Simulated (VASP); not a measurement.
# MnS in VASP: work function with PBE

Aim: the work function of MnS with PBE.

Everything below comes from runs of VASP 6.6.1. Logs are shortened: lines on timing, memory, paths and dates and some standing lists are left out, and cuts for length are marked.

## 1. The cell of the first run

The cell holds a slab with vacuum, 8 atoms: a = 3.960 Å, b = 3.960 Å, c = 25.508 Å, α = 90.00°, β = 90.00°, γ = 120.00°.

## 2. Work function, PBE, collinear spin, ferromagnetic start (the (1 1 1) slab of MnS, cut from the database cell, not relaxed)

INCAR

```
PREC = Accurate
ENCUT = 520
EDIFF = 1E-7
ISMEAR = 0
SIGMA = 0.05
LREAL = F
LASPH = T
NELM = 150
ALGO = Fast
ISIF = 2
LWAVE = F
LCHARG = T
ISPIN = 2
MAGMOM = 0 0 0 0 4 4 4 4
LORBIT = 11
LMAXMIX = 4
LDIPOL = T
IDIPOL = 3
DIPOL = 0.5 0.5 0.500
GGA = PE
LELF = T
LVHAR = T
LVACPOTAV = T
```

KPOINTS

```
regular mesh
0
Gamma
  8 8 1
```

POSCAR

```
MnS
1.0
    3.9597979746      0.0000000000      0.0000000000
   -1.9798989873      3.4292856399      0.0000000000
    0.0000000000      0.0000000000     25.5077748993
S Mn
4 4
Direct
    0.0000000000      0.0000000000      0.2940279985
    0.3333333333      0.6666666667      0.4207799994
    0.6666666667      0.3333333333      0.5475320003
    0.0000000000      0.0000000000      0.6742840013
    0.3333333333      0.6666666667      0.3257159987
    0.6666666667      0.3333333333      0.4524679997
    0.0000000000      0.0000000000      0.5792200006
    0.3333333333      0.6666666667      0.7059720015
```

Potentials or basis: VASP PAW PBE potentials, release 64 (S, Mn_pv).

Command:

```console
> cat potpaw_PBE.64/S/POTCAR potpaw_PBE.64/Mn_pv/POTCAR > POTCAR
> mpirun -np 1 vasp_std > vasp.out
```

OUTCAR:

```text
PREC = Accurate
   ENCUT = 520
   EDIFF = 1E-7
   ISMEAR = 0
   LREAL = F
   LASPH = T
   NELM = 150
   ISIF = 2
   ISPIN = 2
   LORBIT = 11
   GGA = PE

 ion  position               nearest neighbor table
   1  0.000  0.000  0.294-   5 2.42   5 2.42   5 2.42
   2  0.333  0.667  0.421-   5 2.42   6 2.42   6 2.42   6 2.42
   3  0.667  0.333  0.548-   6 2.42   7 2.42   7 2.42   7 2.42
   4  0.000  0.000  0.674-   8 2.42   8 2.42   8 2.42   7 2.42
   5  0.333  0.667  0.326-   1 2.42   1 2.42   1 2.42   2 2.42
   6  0.667  0.333  0.452-   3 2.42   2 2.42   2 2.42   2 2.42
   7  0.000  0.000  0.579-   4 2.42   3 2.42   3 2.42   3 2.42
   8  0.333  0.667  0.706-   4 2.42   4 2.42   4 2.42

  LATTYP: Found a hexagonal cell.
 ALAT       =     3.9597979746
 C/A-ratio  =     6.4416859302

  Lattice vectors:

 A1 = (   3.9597979746,   0.0000000000,   0.0000000000)
 A2 = (  -1.9798989873,   3.4292856399,   0.0000000000)
 A3 = (   0.0000000000,   0.0000000000,  25.5077748993)

Analysis of symmetry for initial positions (statically):
=====================================================================
 Subroutine PRICEL returns:
 Original cell was already a primitive cell.

 Routine SETGRP: Setting up the symmetry group for a
 hexagonal supercell.

 Subroutine GETGRP returns: Found  6 space group operations
 (whereof  6 operations were pure point group operations)
 out of a pool of 24 trial point group operations.

The static configuration has the point symmetry C_3v.

Analysis of symmetry for dynamics (positions and initial velocities):
=====================================================================
 Subroutine PRICEL returns:
 Original cell was already a primitive cell.

 Routine SETGRP: Setting up the symmetry group for a
 hexagonal supercell.

 Subroutine GETGRP returns: Found  6 space group operations
 (whereof  6 operations were pure point group operations)
 out of a pool of 24 trial point group operations.

The dynamic configuration has the point symmetry C_3v.

Analysis of structural, dynamic, and magnetic symmetry:
=====================================================================
 Subroutine PRICEL returns:
 Original cell was already a primitive cell.

 Routine SETGRP: Setting up the symmetry group for a
 hexagonal supercell.

 Subroutine GETGRP returns: Found  6 space group operations
 (whereof  6 operations were pure point group operations)
 out of a pool of 24 trial point group operations.

The overall configuration has the point symmetry C_3v.

 Subroutine INISYM returns: Found  6 space group operations
 (whereof  6 operations are pure point group operations),
 and found     1 'primitive' translations

----------------------------------------------------------------------------------------

                                     Primitive cell

  volume of cell :     346.3772

  direct lattice vectors                    reciprocal lattice vectors
     3.959797975  0.000000000  0.000000000     0.252538136  0.145802961  0.000000000
    -1.979898987  3.429285640  0.000000000     0.000000000  0.291605922  0.000000000
     0.000000000  0.000000000 25.507774899     0.000000000  0.000000000  0.039203733

  length of vectors
     3.959797975  3.959797975 25.507774899     0.291605922  0.291605922  0.039203733

  position of ions in fractional coordinates (direct lattice)
     0.000000000  0.000000000  0.294027998
     0.333333333  0.666666667  0.420779999
     0.666666667  0.333333333  0.547532000
     0.000000000  0.000000000  0.674284001
     0.333333333  0.666666667  0.325715999
     0.666666667  0.333333333  0.452468000
     0.000000000  0.000000000  0.579220001
     0.333333333  0.666666667  0.705972002

  ion indices of the primitive-cell ions
   primitive index   ion index
                 1           1
                 2           2
                 3           3
                 4           4
                 5           5
                 6           6
                 7           7
                 8           8

----------------------------------------------------------------------------------------

[... 46 lines left out ...]
   ISTART =      0    job   : 0-new  1-cont  2-samecut
   ICHARG =      2    charge: 1-file 2-atom 10-const
   ISPIN  =      2    spin polarized calculation?
   LNONCOLLINEAR =      F non collinear calculations
   LSORBIT =      F    spin-orbit coupling
   LASPH  =      T    aspherical Exc in radial PAW
   ENCUT  =  520.0 eV  38.22 Ry    6.18 a.u.   7.36  7.36 47.43*2*pi/ulx,y,z
   NELM   =    150;   NELMIN=  2; NELMDL= -5     # of ELM steps
   EDIFF  = 0.1E-06   stopping-criterion for ELM
   LREAL  =      F    real-space projection
   EDIFFG = 0.1E-05   stopping-criterion for IOM
   NSW    =      0    number of steps for IOM
   IBRION =     -1    ionic relax: 0-MD 1-quasi-New 2-CG
   NFREE  =      0    steps in history (QN), initial steepest desc. (CG)
   ISIF   =      2    stress and relaxation
   ISYM   =      2    0-nonsym 1-usesym 2-fastsym
   POTIM  = 0.5000    time-step for ionic-motion
   TEBEG  =    0.0;   TEEND  =   0.0 temperature during run
   PSTRESS=    0.0 pullay stress
   NELECT =      76.0000    total number of electrons
   NUPDOWN=      -1.0000    fix difference up-down
   EMIN   =  10.00;   EMAX   =-10.00  energy-range for DOS
   EFERMI =   0.00;   METHOD = LEGACY
   ISMEAR =     0;   SIGMA  =   0.05  broadening in eV -4-tet -1-fermi 0-gaus
   EFERMI_NEDOS =   21; number of points for ismear=-14 and -15
   IALGO  =     68    algorithm
   IMIX   =      4    mixing-type and parameters
     AMIX     =   0.40;   BMIX     =  1.00
     AMIX_MAG =   1.60;   BMIX_MAG =  1.00
  volume/ion in A,a.u.               =      43.30       292.18
  Fermi-wavevector in a.u.,A,eV,Ry     =   0.987407  1.865929 13.265312  0.974973
  Thomas-Fermi vector in A             =   2.118859
   LORBIT       =     11    0 simple, 1 ext, 2 COOP (PROOUT), +10 PAW based schemes
   GGA     = PE    functional components
   LHFCALC =     F    Hartree Fock is set to
   AEXX    =    0.0000 exact exchange contribution
   IVDW    =     0    specifies the selected vdW correction
   LEPSILON=     F    determine dielectric tensor
   LRPA    =     F    only Hartree local field effects (RPA)
 spin polarized calculation
 RMM-DIIS sequential band-by-band and
 Gauss-broadening in eV      SIGMA  =   0.05
  energy-cutoff  :      520.00
  volume of cell :      346.38
 maximum number of plane-waves:      9413
 NGX is ok and might be reduce to    30
   NGX = 15   NGY = 15   NGZ = 95

 dipolmoment           0.000000      0.000000      0.380040 electrons x Angstroem

 number of electron      75.9999958 magnetization      18.9314286

 dipolmoment           0.000000      0.000000     -0.260962 electrons x Angstroem

 Free energy of the ion-electron system (eV)
  ---------------------------------------------------
  ext. energy  EPLUGINS =         0.00000000
  ---------------------------------------------------
  free energy    TOTEN  =       -55.01756616 eV

  energy without entropy =      -55.01289420  energy(sigma->0) =      -55.01523018

 E-fermi :   0.0928     XC(G=0):  -5.2612

 val. band max:        0.0617152624   @ k =   0.1250   0.0000   0.0000
 cond. band min:       0.1208023544   @ k =   0.1250   0.0000   0.0000
 fundamental gap:      0.0590870921
 Fermi energy:         0.0928390782

 spin component 1

 k-point     1 :       0.0000    0.0000    0.0000
  band No.  band energies     occupation
      1     -50.8014      1.00000
      2     -50.6198      1.00000
      3     -50.6146      1.00000
      4     -50.6146      1.00000
      5     -50.6080      1.00000
      6     -50.6080      1.00000
[... 519 lines left out ...]
     49       1.7140      0.00000
     50       3.7999      0.00000
 Fermi energy:         0.0928390782

 spin component 2

 k-point     1 :       0.0000    0.0000    0.0000
  band No.  band energies     occupation
      1     -46.4182      1.00000
      2     -46.2245      1.00000
      3     -46.2245      1.00000
      4     -46.0812      1.00000
      5     -46.0411      1.00000
      6     -46.0323      1.00000
[... 519 lines left out ...]
     49       3.3773      0.00000
     50       4.9112      0.00000
 [bands above 50 left out]

------------------------ aborting loop because EDIFF is reached ----------------------------------------

  FORCE on cell =-STRESS in cart. coord.  units (eV):
  Direction    XX          YY          ZZ          XY          YZ          ZX
  --------------------------------------------------------------------------------------
  -------------------------------------------------------------------------------------
  Total       -2.7741852     -2.7741852     -0.6380812     -0.0000000     -0.0000000      0.0000000
  in kB      -12.8320715    -12.8320715     -2.9514624     -0.0000000     -0.0000000      0.0000000
  external PRESSURE =      -9.5385351 kB  Pullay stress =       0.0000000 kB

 VOLUME and BASIS-vectors are now :
 -----------------------------------------------------------------------------
  energy-cutoff  :      520.00
  volume of cell :      346.38
      direct lattice vectors                 reciprocal lattice vectors
     3.959797975  0.000000000  0.000000000     0.252538136  0.145802961  0.000000000
    -1.979898987  3.429285640  0.000000000     0.000000000  0.291605922  0.000000000
     0.000000000  0.000000000 25.507774899     0.000000000  0.000000000  0.039203733

 POSITION                                       TOTAL-FORCE (eV/Angst)
 -----------------------------------------------------------------------------------
      0.00000      0.00000      7.50000         0.000000     -0.000000      0.568197
     -0.00000      2.28619     10.73316         0.000000      0.000000      0.195582
      1.97990      1.14310     13.96632        -0.000000      0.000000      0.190461
      0.00000      0.00000     17.19948         0.000000     -0.000000      0.974665
     -0.00000      2.28619      8.30829        -0.000000      0.000000     -0.755248
      1.97990      1.14310     11.54145        -0.000000     -0.000000     -0.090908
      0.00000      0.00000     14.77461         0.000000     -0.000000     -0.132200
     -0.00000      2.28619     18.00777         0.000000     -0.000000     -0.950549
 -----------------------------------------------------------------------------------
    total drift:                               -0.000000     -0.000003     -0.000467

  FREE ENERGIE OF THE ION-ELECTRON SYSTEM (eV)
  ---------------------------------------------------
  free  energy   TOTEN  =       -55.0175661564 eV

  energy  without entropy=      -55.0128941957  energy(sigma->0) =      -55.01523018

 vacuum level on the upper side and lower side of the slab         2.633         6.111

 total charge

# of ion       s       p       d       tot
------------------------------------------
    1        1.333   2.362   0.000   3.695
    2        1.317   2.441   0.000   3.759
    3        1.316   2.439   0.000   3.755
    4        1.319   2.414   0.000   3.733
    5        0.268   6.208   4.870  11.346
    6        0.263   6.212   4.893  11.367
    7        0.256   6.205   4.924  11.385
    8        0.251   6.159   4.971  11.380
--------------------------------------------------
tot          6.323  34.440  19.658  60.420

 magnetization (x)

# of ion       s       p       d       tot
------------------------------------------
    1        0.006   0.002   0.000   0.008
    2        0.012   0.060   0.000   0.071
    3        0.011   0.061   0.000   0.072
    4        0.013   0.038   0.000   0.051
    5        0.046   0.056   4.024   4.127
    6        0.048   0.065   4.199   4.312
    7        0.048   0.058   4.127   4.233
    8        0.064   0.051   4.067   4.183
--------------------------------------------------
tot          0.249   0.391  16.416  17.056
```

It took 13 min on 1 thread of Intel Xeon 6975P-C (Granite Rapids), shared host; peak memory 0.69 GiB.

What came out:

* Free energy: -55.0176 eV
* Largest force: 0.975 eV/Å
* Band gap on the k mesh: none (metal or under the smearing width)
* Net moment: 18.93 μB per cell
* Site moments: S +0.01, +0.07, +0.05; Mn +4.13, +4.31, +4.23, +4.18 μB
* Valence electrons inside the program's atomic spheres: S 3.69, 3.76, 3.75, 3.73; Mn 11.35, 11.37, 11.38
* Work function of the upper face: 2.54 eV
* Work function of the lower face: 6.02 eV

Forces on the atoms (eV/Å):
```
S    0.000  0.000  0.568
S    0.000  0.000  0.196
S    0.000  0.000  0.190
S    0.000  0.000  0.975
Mn   0.000  0.000 -0.755
Mn   0.000  0.000 -0.091
Mn   0.000  0.000 -0.132
Mn   0.000  0.000 -0.951
```

Caveat: semilocal functionals often make such compounds metallic where correlation or magnetic order opens a gap, which also shifts bond lengths; only a ferromagnetic start was run, and an antiferromagnetic order may lie lower in energy.
